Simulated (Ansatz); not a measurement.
Ni3Ge:

```
Ge Ni
1.0
     3.53033    0.00000    0.00000
     0.00000    3.53033    0.00000
     0.00000    0.00000    3.53033
Ge Ni
1 3
Cartesian
  0.0000 0.0000 0.0000
  1.7652 1.7652 0.0000
  0.0000 1.7652 1.7652
  1.7652 0.0000 1.7652
```

The cell comes from a database or a generator and needn't be the stable form of this composition.

Base run:

* Program: Ansatz 0.2.0
* Functional: PBEsol
* Potentials or basis: all-electron LAPW, scalar-relativistic
* Cutoff: 285 eV
* Density cutoff: 1140 eV
* Basis error allowed: 0.002 eV/atom
* k mesh: 8 × 8 × 8
* Occupations: fermi-dirac, width 0.05 eV
* Spin: collinear spin, ferromagnetic start
* Starting moments: [0.0, 1.0, 1.0, 1.0] μB

Its results: pressure -0.9 GPa; net moment 0.00 μB per cell.

Task: The run is repeated on the same cell with these changes: hubbard terms from none to Ni d U = 6 eV. What comes out?

Result: Pressure -1.9 GPa; net moment 0.00 μB per cell.

Caveats: the magnetic state may not be the lowest (some runs); U is the effective U less J, on atomic orbitals that reach past the spheres (some runs); the U is typed as a test and isn't derived for this compound (some runs).

Not every run made on this cell is shown here.
